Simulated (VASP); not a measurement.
# CoSi2: equation of state with PBE+D3(BJ)

Crystal: CoSi2.

```
Co Si
1.0
     0.00000    2.65087    2.65087
     2.65087    0.00000    2.65087
     2.65087    2.65087    0.00000
Co Si
1 2
Direct
  0.00000 0.00000 0.00000
  0.75000 0.75000 0.75000
  0.25000 0.25000 0.25000
```

| Quantity | Value |
| --- | --- |
| Program | VASP 6.6.1 |
| Task | equation of state |
| Functional | PBE |
| Dispersion | D3(BJ) |
| Potentials or basis | VASP PAW PBE potentials, release 64 (Co, Si) |
| Cutoff | 520 eV |
| k mesh | 8 × 8 × 8 |
| Occupations | fermi-dirac, width 0.05 eV |
| Spin | collinear spin, ferromagnetic start |
| Starting moments | [2.0, 0.0, 0.0] μB |

* Equilibrium volume: 12.42 Å³/atom
* Bulk modulus: 195 GPa
* Pressure derivative of the bulk modulus: 4.5 (rough: it moves with the points fitted)

Energy against volume, from the lowest point:
```tsv
volume (Å³/atom)	energy (meV/atom)
11.922	13.23
12.170	3.23
12.419	0.00
12.667	2.82
12.915	11.05
```

All runs of the series together: 2.8 min on 1 thread of Intel(R) Xeon(R) Platinum 8488C (Sapphire Rapids), with other jobs on the host.
